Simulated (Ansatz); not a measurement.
# SiC: the cost of one run

Method: DFT PBEsol, all-electron LAPW, scalar-relativistic unless said, in Ansatz 0.2.0.

1 further run of the same task is left out (set aside as unsound or not needed).

### 1 The starting structure

The structure is hexagonal, space group P6_3mc (No. 186). The conventional cell has a = 3.076 Å, b = 3.076 Å, c = 5.048 Å, α = 90.00°, β = 90.00°, γ = 120.00°. Si (site symmetry 3m) has 4 C at 1.88 to 1.90 Å as nearest neighbours. C (site symmetry 3m) is surrounded by 4 Si at 1.88 to 1.90 Å.

Coordinates:

```xyz
4
Lattice="3.0758 0.0000 0.0000 -1.5379 2.6637 0.0000 0.0000 0.0000 5.0475" Properties=species:S:1:pos:R:3 pbc="T T T"
Si    0.0000    1.7758    0.0232
Si    1.5379    0.8879    2.5470
C     0.0000    1.7758    1.9201
C     1.5379    0.8879    4.4439
```

Cartesian axes are those of the input's lattice vectors. The structure goes back to a database entry.

### 2 Reference run, fine mesh, LAPW

File input.yaml:

```yaml
crystal:
  lattice:
    - [3.07577141845, 0.0, 0.0]
    - [-1.53788570922, 2.66369618461, 0.0]
    - [0.0, 0.0, 5.04753704469]
  atoms:
    - { symbol: Si, position: [0.333333333333, 0.666666666667, 0.004593397005] }
    - { symbol: Si, position: [0.666666666667, 0.333333333333, 0.504593397005] }
    - { symbol: C, position: [0.333333333333, 0.666666666667, 0.380406602995] }
    - { symbol: C, position: [0.666666666667, 0.333333333333, 0.880406602995] }
kpoints:
  mp_grid: { grid: [8, 8, 6] }
scf:
  occupations: { method: fixed }
hamiltonian:
  xc: pbesol
  pseudopotentials: { kind: all_electron, lapw: { basis_error: 0.001 } }
output:
  forces: true
  stress: true
  eigenvalues: true
  eigenstates:
    nscf_kmesh: { grid: [12, 12, 8] }
    de_dk: true
    e_range: [-9, 12.20905813782]
  optics:
    e_range: [0, 25]
    de: 0.2
    sigma: 0.1
    bands: { spectra_wanted_up_to: 25 }
    nscf_kmesh: { grid: [12, 12, 8] }
checkpoint:
  write: ck
  write_wavefunctions: false
```

The run is started by

```bash
ansatz run input.yaml --threads 2 --pin off --max-ram 6144MiB --backend cpu --events-out ev --progress --plain --runs-dir out
```

**Question.** How long does this run take on 2 threads of Arm Neoverse V1, shared host, and how much memory does it need?

About 56 s, with a peak of 0.41 GiB.
